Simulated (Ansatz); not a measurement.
# GaP: the cost of one run

Program: Ansatz 0.2.0. Level of theory: DFT PBEsol, frozen-core PAW, scalar-relativistic unless said. These are calculated values, not measurements.

7 further runs of the same task are left out: 7 set aside as unsound or not needed.

## Step 1: The structure to begin with

Symmetry: F-43m, No. 216, cubic system. The conventional cell has a = 5.451 Å, b = 5.451 Å, c = 5.451 Å, α = 90.00°, β = 90.00°, γ = 90.00°. Around Ga (site symmetry -43m) lie 4 P at 2.36 Å. P (site symmetry -43m) is surrounded by 4 Ga at 2.36 Å.

Coordinates:

```
Ga P
1.0
     2.72525    2.72525    0.00000
    -2.72525    2.72525    0.00000
     0.00000    2.72525    2.72525
Ga P
1 1
Direct
  0.00000 0.00000 0.00000
  0.75000 0.25000 0.50000
```

Cartesian axes are those of the input's lattice vectors. The structure goes back to a database entry.

## Step 2: Cell and atoms relaxed, PAW

The input, input.yaml:

```yaml
crystal:
  lattice:
    - [2.72525, 2.72525, 0.0]
    - [-2.72525, 2.72525, 0.0]
    - [0.0, 2.72525, 2.72525]
  atoms:
    - { symbol: Ga, position: [0.0, 0.0, 0.0] }
    - { symbol: P, position: [0.75, 0.25, 0.5] }
kpoints:
  mp_grid: { grid: [12, 12, 12] }
scf:
  occupations: { method: fermi_dirac, width: 0.05 }
hamiltonian:
  xc: pbesol
  pseudopotentials: { kind: paw }
relax:
  f_tol: 0.002
  max_steps: 80
  cell: {}
output:
  forces: true
  stress: true
  write_density: true
  write_potential: true
  elf: true
  volumetric_format: npy
```

The run is started by

```
$ ansatz run input.yaml --threads 2 --pin off --max-ram 5120MiB --backend cpu --events-out ev --progress --plain --runs-dir out
```

Q: Estimate wall time and peak memory on 2 threads of Arm Neoverse V2, shared host.

About 6.3 s, with a peak of 0.36 GiB.
